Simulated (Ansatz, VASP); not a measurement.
## MgO in VASP and in Ansatz

```xyz
2
Lattice="0.0000 2.1351 2.1351 2.1351 0.0000 2.1351 2.1351 2.1351 0.0000" Properties=species:S:1:pos:R:3 pbc="T T T"
Mg    0.0000    0.0000    0.0000
O     2.1351    2.1351    2.1351
```

Alike in both runs: task single point; functional PBEsol; k mesh 10 × 10 × 10; occupations gaussian, width 0.05 eV; no spin polarisation.

|  | VASP | Ansatz |
| --- | --- | --- |
| version | VASP 6.6.1 | Ansatz 0.2.0 |
| potentials or method | VASP PAW PBE potentials, release 64 (Mg, O) | scalar-relativistic, plane waves, PAW |
| plane-wave cutoff (eV) | 520 | 420 |
| valence electrons in the cell | 8 | 16 |

|  | VASP | Ansatz | Ansatz less VASP |
| --- | --- | --- | --- |
| gap on the k mesh at the Fermi level (eV) | 4.25 | 4.25 | 0.000 |
| least direct gap on the mesh (eV) | 4.25 | 4.25 | 0.000 |
| pressure (GPa) | -6.3 | -5.8 | +0.55 |

With one functional, cell and mesh, what is left measures potentials, basis and numerics. The two sets of potentials don't hold the same shells in valence.

Caveats: the PAW data sets were made with another functional, which shifts forces and pressure a little (VASP).
